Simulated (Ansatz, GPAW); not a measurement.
Given: the input of a run of Ansatz 0.2.0 on Li2S. 

File input.yaml:

```yaml
crystal:
  lattice:
    - [0.0, 2.8445, 2.8445]
    - [2.8445, 0.0, 2.8445]
    - [2.8445, 2.8445, 0.0]
  atoms:
    - { symbol: S, position: [0.0, 0.0, 0.0] }
    - { symbol: Li, position: [0.75, 0.75, 0.75] }
    - { symbol: Li, position: [0.25, 0.25, 0.25] }
hamiltonian:
  xc: pbe
  pseudopotentials: { kind: paw }
kpoints:
  mp_grid: { grid: [8, 8, 8] }
scf:
  occupations: { method: gaussian, width: 0.024 }
output:
  forces: true
  stress: true
  eigenvalues: true
```

Potentials or basis: Ansatz PAW.

The run is started by

```bash
$ ansatz run input.yaml --threads 2 --pin off --max-ram 5632MiB --backend cpu --events-out ev --progress --plain --runs-dir out
```

Q: What does the same run look like in GPAW 26.7.0 (ASE script)? Potentials or basis there: GPAW PAW data sets (gpaw-data 1.2.1), cutoff 800 eV.

A: As run (cutoffs and basis follow the program's own potentials, and thresholds, step limits or extra output files can differ):

The input run.py:

```python
from ase.dft.bandgap import bandgap
from ase.io import read, write
from ase.units import Bohr, GPa
from gpaw import GPAW, PW
from gpaw.elf import elf_from_dft_calculation

atoms = read('POSCAR')

calc = GPAW(mode=PW(800),
            xc='PBE',
            kpts={'size': (8, 8, 8), 'gamma': True},
            occupations={'name': 'methfessel-paxton', 'order': 0, 'width': 0.024},
            nbands=12,
            convergence={'density': 1e-05, 'energy': 1e-05},
            maxiter=150,
            txt='gpaw.txt')
atoms.calc = calc
energy = atoms.get_potential_energy()
forces = atoms.get_forces()
stress = atoms.get_stress()
calc.write('gs.gpw')
write('result.traj', atoms)
print(f'Energy: {energy:.6f} eV')
print('Forces (eV/A):')
print(forces.round(4))
print('Stress (GPa):', (stress / GPa).round(3))
print('Fermi level:', round(calc.get_fermi_level(), 4), 'eV')
print(f'Gap: {bandgap(calc)[0]:.4f} eV, direct: {bandgap(calc, direct=True)[0]:.4f} eV')

# fields on the real-space grid
write('density.cube', atoms, data=calc.get_pseudo_density() * Bohr**3)
write('potential.cube', atoms, data=calc.get_electrostatic_potential())
write('elf.cube', atoms, data=elf_from_dft_calculation(calc).data)
```

POSCAR

```
Li2S
1.0
    0.0000000000      2.8445000000      2.8445000000
    2.8445000000      0.0000000000      2.8445000000
    2.8445000000      2.8445000000      0.0000000000
S Li
1 2
Direct
    0.0000000000      0.0000000000      0.0000000000
    0.7500000000      0.7500000000      0.7500000000
    0.2500000000      0.2500000000      0.2500000000
```

Potentials or basis: GPAW PAW data sets (gpaw-data 1.2.1), pw.

Launch:

```sh
$ OMP_NUM_THREADS=1 python run.py
```

Both were run:

|  | Ansatz | GPAW |
| --- | --- | --- |
| Pressure | 0.4 GPa | 0.9 GPa |

Ansatz's pressure holds a Pulay term of +0.00 GPa for its cutoff of 420 eV, which the other run lacks.

The potentials hold 12 and 8 valence electrons a cell.

Where Ansatz's input types no cutoff or centring, it takes its own default and a Γ-centred mesh.

Pressure is positive in compression.
